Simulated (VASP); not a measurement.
## Pt: single point with r2SCAN

Crystal: Pt.

```
Pt
1.0
     2.72526    0.00000    0.00000
    -1.36263    2.36015    0.00000
     0.00000    0.00000    4.70078
Pt
2
Direct
  0.33333 0.66667 0.25000
  0.66667 0.33333 0.75000
```

This isn't the form of Pt at room conditions, which is fcc.

```yaml
Program: VASP 6.6.1
Task: single point
Functional: r2SCAN
Potentials_or_basis: VASP PAW PBE potentials, release 64 (Pt)
Cutoff: 520 eV
k_mesh: 18 × 18 × 10
Occupations: gaussian, width 0.1 eV
Spin: no spin polarisation
Further_INCAR_settings: ALGO = Normal; EDIFF = 1e-07; NBANDS = 17
```

```yaml
Pressure: 5.9 GPa
Band_gap_on_the_k_mesh: none (metal or under the smearing width)
```

Stress tensor (GPa, compression positive):
```
5.42 0.00 0.00
0.00 5.42 0.00
0.00 0.00 6.89
```

Levels at points of the mesh, in eV from the Fermi level:
```
           k point  band 6  band 7  band 8  band 9  band 10  band 11  band 12  band 13  band 14  band 15
(0.00, 0.00, 0.00)   -3.38   -3.38   -2.09   -2.09    -0.69    -0.29    -0.29     5.33    15.96    16.66
(0.50, 0.00, 0.00)   -3.19   -2.81   -0.02    0.31     0.54     2.52     4.11     7.93     9.57    10.49
(0.50, 0.50, 0.00)   -3.19   -2.81   -0.02    0.31     0.54     2.52     4.11     7.93     9.57    10.49
(0.00, 0.00, 0.50)   -3.79   -3.79   -3.79   -0.93    -0.93    -0.93    -0.93    13.03    13.03    16.40
(0.50, 0.00, 0.50)   -2.07   -0.92   -0.92    0.44     0.44     1.85     1.85     7.15     7.15    15.23
(0.50, 0.50, 0.50)   -2.07   -0.92   -0.92    0.44     0.44     1.85     1.85     7.15     7.15    15.23
```

Run time: 15 min on 1 thread of Intel(R) Xeon(R) Platinum 8488C (Sapphire Rapids), with other jobs on the host, peak memory 0.34 GiB.

Caveat: the PAW data sets were made with another functional, which shifts forces and pressure a little. Spin-orbit coupling is left out, which matters for the levels of Pt.
